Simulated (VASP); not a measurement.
**MgH4: single point with PBE**

MgH4:

```
CELL_PARAMETERS angstrom
-1.95959 1.95959 2.01960
1.95959 -1.95959 2.01960
1.95959 1.95959 -2.01960
ATOMIC_POSITIONS crystal
Mg 0.00000 0.00000 0.00000
H 0.25328 0.50000 0.75328
H 0.74672 0.50000 0.24672
H 0.50000 0.74672 0.24672
H 0.50000 0.25328 0.75328
```

The cell comes from a database or a generator and needn't be the stable form of this composition.

The cell isn't the ideal one: 4 H put on empty site 2 of 1 host cells, relaxed.

| Property | Result |
| --- | --- |
| Program | VASP 6.6.1 |
| Task | single point |
| Functional | PBE |
| Potentials or basis | VASP PAW PBE potentials, release 64 (Mg, H) |
| Cutoff | 520 eV |
| k mesh | 8 × 8 × 8 |
| Occupations | gaussian, width 0.1 eV |
| Spin | no spin polarisation |

The pressure is -0.5 GPa, the largest force is 0.011 eV/Å and the band gap on the k mesh is none (metal or under the smearing width).

Forces on the atoms (eV/Å):
```
Mg   0.000  0.000  0.000
H    0.000 -0.011  0.000
H    0.000  0.011  0.000
H    0.011  0.000  0.000
H   -0.011  0.000  0.000
```

Levels at points of the mesh, in eV from the Fermi level:
| k point | band 1 | band 2 | band 3 | band 4 | band 5 | band 6 | band 7 | band 8 |
| --- | --- | --- | --- | --- | --- | --- | --- | --- |
| (0.00, 0.00, 0.00) | -12.14 | 0.64 | 0.64 | 3.94 | 6.26 | 8.47 | 8.94 | 8.94 |
| (0.50, 0.00, 0.00) | -9.30 | -5.87 | -1.15 | 2.30 | 4.16 | 5.24 | 9.84 | 11.86 |
| (0.50, 0.50, 0.00) | -8.66 | -6.93 | -1.41 | 3.36 | 4.76 | 5.20 | 7.67 | 12.25 |
| (0.50, 0.50, 0.50) | -7.77 | -3.11 | -3.11 | -1.79 | 0.47 | 3.05 | 12.31 | 12.31 |

Wall time 13 s on 1 thread of Intel(R) Xeon(R) Platinum 8559C (Emerald Rapids), with other jobs on the host, peak memory 0.16 GiB.
